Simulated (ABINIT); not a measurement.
Crystal: Lu.

```xyz
2
Lattice="3.5031 0.0000 0.0000 -1.7515 3.0338 0.0000 0.0000 0.0000 5.5509" Properties=species:S:1:pos:R:3 pbc="T T T"
Lu    1.7516    1.0113    4.1632
Lu    0.0000    2.0225    1.3877
```

| Item | Value |
| --- | --- |
| Program | ABINIT 10.8.3 (patched build) |
| Task | single point |
| Functional | PBE |
| Potentials or basis | JTH PAW PBE v2.0 |
| Cutoff | 626 eV |
| k mesh | 9 × 9 × 5 |
| Occupations | fermi-dirac, width 0.05 eV |
| Spin | no spin polarisation |

On this cell: pressure -1.2 GPa; largest force under 0.003 eV/Å; band gap on the k mesh none (metal or under the smearing width).

The same run follows on a disturbed copy (atoms moved at random, drawn with an rms of 0.05 Å):

```
Lu
1.0
     3.50310    0.00000    0.00000
    -1.75155    3.03377    0.00000
     0.00000    0.00000    5.55090
Lu
2
Direct
  0.66872 0.33408 0.75221
  0.33215 0.65927 0.24887
```

What changes?

The energy (extrapolated to zero smearing) moves by +0.6 meV/atom; pressure -1.2 GPa; largest force 0.088 eV/Å; band gap on the k mesh none (metal or under the smearing width).

Forces on the atoms (eV/Å):
```
Lu   0.004 -0.031 -0.082
Lu  -0.004  0.031  0.082
```

Stress tensor (GPa, compression positive):
```
-0.87 -0.01  0.00
-0.01 -1.00  0.01
 0.00  0.01 -1.72
```
